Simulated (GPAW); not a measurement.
# Al: band structure with LDA

The system is Al.

```
CELL_PARAMETERS angstrom
2.86351 0.00000 0.00000
1.43175 2.47987 0.00000
1.43175 0.82662 2.33804
ATOMIC_POSITIONS crystal
Al 0.00000 0.00000 0.00000
```

* Program: GPAW 26.7.0
* Task: band structure
* Functional: LDA
* Potentials or basis: HGH pseudopotentials
* Cutoff: 800 eV
* Basis: pw
* k mesh: 11 × 11 × 11
* Occupations: fermi-dirac, width 0.05 eV
* Spin: no spin polarisation
* Maxiter: 150
* Band path: GXWKGLUWLK,UX
* Band points: 100

* Pressure: -4.2 GPa
* Band gap along the path: none (metal or under the smearing width)

Levels at the corners of the path, in eV from the Fermi level:
```tsv
point	band 1	band 2	band 3	band 4	band 5
Γ	-11.11	12.64	12.64	12.64	13.60
X	-2.93	-1.62	5.37	5.46	5.46
W	-0.84	-0.84	0.23	0.91	15.71
K	-1.89	-1.35	-0.47	6.43	8.14
Γ	-11.11	12.64	12.64	12.64	13.60
L	-4.58	-4.41	11.04	11.04	11.50
U	-1.89	-1.35	-0.47	6.43	8.14
W	-0.84	-0.84	0.23	0.91	15.71
L	-4.58	-4.41	11.04	11.04	11.50
K	-1.89	-1.35	-0.47	6.43	8.14
U	-1.89	-1.35	-0.47	6.43	8.14
X	-2.93	-1.62	5.37	5.46	5.46
```

Run time: 6.9 s on 1 thread of AMD EPYC 9R45 96-Core Processor (Zen 5) (shared host), peak memory 0.18 GiB.

Caveat: HGH potentials are hard and often keep d shells in the core, so these values are rough.
